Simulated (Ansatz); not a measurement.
**ZnS: how the settings move a single-point run**

Aim: see which settings change the result for ZnS, by how much, and at what cost. The cell is built on a prototype (rocksalt) and needn't be the phase found in nature.

Computed with Ansatz 0.2.0 (reference: DFT, PBE, plane waves, PAW, unless a step's input says otherwise).

### Step 1. The starting structure

It takes space group Fm-3m (No. 225, cubic). Conventional cell: a = 5.062 Å, b = 5.062 Å, c = 5.062 Å, α = 90.00°, β = 90.00°, γ = 90.00°. Zn (site symmetry m-3m) has 6 S at 2.53 Å as nearest neighbours. Around S (site symmetry m-3m) lie 6 Zn at 2.53 Å.

As a file:

```
CELL_PARAMETERS angstrom
0.00000 2.53102 2.53102
2.53102 0.00000 2.53102
2.53102 2.53102 0.00000
ATOMIC_POSITIONS crystal
Zn 0.00000 0.00000 0.00000
S 0.50000 0.50000 0.50000
```

### Step 2. Baseline

input.yaml

```yaml
crystal:
  lattice:
    - [0.0, 2.5310225584, 2.5310225584]
    - [2.5310225584, 0.0, 2.5310225584]
    - [2.5310225584, 2.5310225584, 0.0]
  atoms:
    - { symbol: Zn, position: [0.0, 0.0, 0.0] }
    - { symbol: S, position: [0.5, 0.5, 0.5] }
kpoints:
  mp_grid: { grid: [6, 6, 6] }
hamiltonian:
  xc: pbe
scf:
  occupations: { method: fermi_dirac, width: 0.02 }
  n_extra_bands: 4
output:
  forces: true
  stress: true
  eigenvalues: true
```

On the command line:

```sh
ansatz run input.yaml --threads 4 --pin off --max-ram 3686MiB --backend cpu --events-out ev --progress --plain --runs-dir out
```

### Step 3. Variant: occupations.method gaussian, occupations.width 0.5

Changes to input.yaml since step 2:

```diff
@@ -13,3 +13,3 @@
 scf:
-  occupations: { method: fermi_dirac, width: 0.02 }
+  occupations: { method: gaussian, width: 0.5 }
   n_extra_bands: 4
```

### Step 4. Variant: ecutrho_ratio 8

Changes to input.yaml since step 2:

```diff
@@ -15,2 +15,3 @@
   n_extra_bands: 4
+  max_iter: 68
 output:
@@ -19 +20,3 @@
   eigenvalues: true
+basis:
+  ecutrho_ratio: 8
```

### Step 5. Changed: mixing.beta 0.05

Changes to input.yaml since step 2:

```diff
@@ -15,2 +15,4 @@
   n_extra_bands: 4
+  mixing: { beta: 0.05 }
+  max_iter: 57
 output:
```

### Step 6. Changing settings: mp_grid.shift [0.5, 0.5, 0.5]

Changes to input.yaml since step 2:

```diff
@@ -9,3 +9,3 @@
 kpoints:
-  mp_grid: { grid: [6, 6, 6] }
+  mp_grid: { grid: [6, 6, 6], shift: [0.5, 0.5, 0.5] }
 hamiltonian:
```

### Step 7. Variant: ecutwfc 900

Changes to input.yaml since step 2:

```diff
@@ -19 +19,3 @@
   eigenvalues: true
+basis:
+  ecutwfc: 900
```

### Step 8. Changing settings: xc pbesol

Changes to input.yaml since step 2:

```diff
@@ -11,3 +11,3 @@
 hamiltonian:
-  xc: pbe
+  xc: pbesol
 scf:
```

What does the calculation give? Wanted: for each run, ending; energy change; pressure; gap; force.

As calculated:

| run | ending | energy change | pressure (GPa) | gap (eV) | force (eV/Å) | cycles | time |
| --- | --- | --- | --- | --- | --- | --- | --- |
| reference | converged | 0 | 2.3 | 0.00 | 0.00 | 6 | 0.33 s |
| 1: occupations.method gaussian, occupations.width 0.5 | converged | -2.2 meV/atom (σ→0) | 2.4 | 0.00 | 0.00 | 6 | 0.33 s |
| 2: ecutrho_ratio 8 | converged | 0.0 meV/atom | 2.3 | 0.00 | 0.00 | 6 | 0.38 s |
| 3: mixing.beta 0.05 | converged | 0.0 meV/atom | 2.3 | 0.00 | 0.00 | 8 | 0.36 s |
| 4: mp_grid.shift [0.5, 0.5, 0.5] | converged | -2.0 meV/atom | 2.2 | 0.25 | 0.00 | 6 | 0.38 s |
| 5: ecutwfc 900 | converged | -1.8 meV/atom | 2.3 | 0.00 | 0.00 | 6 | 0.48 s |
| 6: xc pbesol | converged | not comparable | -2.3 | 0.00 | 0.00 | 6 | 0.37 s |

Residual by cycle in the longest SCF loop of each run; runs are numbered as in the table. The quantity is the density residual dr2, in eV.

| cycle | reference | run 1 | run 2 | run 3 | run 4 | run 5 | run 6 |
| --- | --- | --- | --- | --- | --- | --- | --- |
| 1 | 0.00121 | 0.00121 | 0.00121 | 0.00121 | 0.00319 | 0.00121 | 0.00578 |
| 2 | 9.7e-5 | 1.1e-4 | 9.7e-5 | 6.7e-4 | 2.2e-4 | 2.1e-4 | 2.2e-4 |
| 3 | 3.3e-6 | 3.8e-6 | 3.3e-6 | 2.1e-4 | 1.4e-5 | 2.7e-6 | 1.5e-4 |
| 4 | 8.5e-7 | 8.2e-7 | 8.6e-7 | 7.3e-5 | 6.0e-6 | 3.3e-6 | 7.7e-6 |
| 5 | 9.7e-8 | 1.0e-7 | 9.8e-8 | 4.5e-6 | 2.7e-7 | 1.5e-7 | 4.4e-8 |
| 6 | 1.9e-9 | 9.8e-10 | 2.0e-9 | 4.1e-6 | 3.2e-9 | 4.1e-8 | 1.4e-9 |
| 7 | - | - | - | 6.5e-7 | - | - | - |
| 8 | - | - | - | 4.9e-9 | - | - | - |

**Reading.** Semilocal functionals close small gaps, so the missing gap need not be the real solid's.
